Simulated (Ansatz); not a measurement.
## Structures of KBr: which is lowest?

Plane-wave DFT in Ansatz with scalar-relativistic PAW potentials, cutoff 420 eV, Γ-centred meshes chosen by cell and gap, Gaussian smearing with energies taken to zero width. Every cell was relaxed (cell and atoms) in a run of its own, within the symmetry of its start. Functional: PBE.

Relaxed structures (starts from databases or built by putting these elements on another compound's sites):
A. Pm-3m, 2 atoms in the computed cell, a = 4.043 Å; sites (symmetry × multiplicity) K m-3m × 1, Br m-3m × 1; start: database
B. Fm-3m, 2 atoms in the computed cell, a = 6.700 Å; sites (symmetry × multiplicity) K m-3m × 4, Br m-3m × 4; start: database

Problem. Rank them by energy. Could pressure change the order?

Solution.
| structure | group | E − E(lowest) (meV/atom) | V (Å³/atom) | gap on mesh (eV) |
| --- | --- | --- | --- | --- |
| B | Fm-3m | 0.0 | 37.59 | 4.32 |
| A | Pm-3m | 73 | 33.06 | 3.86 |

B is lowest, 73 meV/atom under A. A is denser by 4.54 Å³/atom, so pressure favours it: ΔE/ΔV, with ΔE in eV and 1 eV/Å³ = 160.2 GPa, gives about 2.6 GPa for equal enthalpy if both cells were rigid, a rough figure since the two compress differently. Other structures may lie lower than all of these, and vibrations aren't counted.